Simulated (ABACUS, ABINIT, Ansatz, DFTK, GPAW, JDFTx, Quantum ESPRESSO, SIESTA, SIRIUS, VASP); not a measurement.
**One calculation of KCl, 10 ways**

```xyz
2
Lattice="0.0000 3.1465 3.1465 3.1465 0.0000 3.1465 3.1465 3.1465 0.0000" Properties=species:S:1:pos:R:3 pbc="T T T"
K     0.0000    0.0000    0.0000
Cl    3.1465    3.1465    3.1465
```

Alike in all runs: task single point; functional PBEsol; k mesh 7 × 7 × 7; occupations fermi-dirac, width 0.05 eV; no spin polarisation; no spin-orbit coupling. Pressure is positive in compression and, in plane waves, holds the error of the finite cutoff.

| program and potentials | plane-wave cutoff (eV) | notes | pressure (GPa) |
| --- | --- | --- | --- |
| JDFTx, PseudoDojo-SR-PBEsol-0.4.1-standard with smoothed tails | 1007 | - | -0.42 |
| ABACUS, PseudoDojo NC SR 0.4.1 PBEsol standard, plane waves | 1007 | - | -0.42 |
| DFTK, PseudoDojo SR PBEsol 0.4.1 standard (PBEsol) | 1007 | - | -0.42 |
| Ansatz, all-electron LAPW, scalar-relativistic | - | - | -0.41 |
| Quantum ESPRESSO, GBRV 1.5 PBEsol | 612 | - | -0.60 |
| SIESTA, files PseudoDojo sr-pbesol-0.4.1-standard, DZP (energy shift 0.003 Ry; two zetas on semicore shells; d shell added on K) | - | atomic basis | -0.47 |
| VASP, PBE PAW files Cl, K_sv, 520 eV | 520 | potentials made for PBE | -0.37 |
| ABINIT, PseudoDojo NC SR PBEsol v0.4.1 standard | 1007 | - | -0.42 |
| GPAW, PAW data sets generated for this functional | 600 | - | -0.48 |
| SIRIUS, PseudoDojo 0.4.1 PBEsol standard (scalar relativistic) | 1030 | - | -0.42 |

The pressure spans -0.60 (Quantum ESPRESSO, GBRV 1.5 PBEsol) to -0.37 GPa (VASP, PBE PAW files Cl, K_sv, 520 eV), with all-electron results at -0.41. Rows in atomic bases carry the error of their basis and grid, which can be large.

The functional is the same throughout but for its coding, so the spread measures potentials, basis and numerics; runs on potential files found faulty are left out.
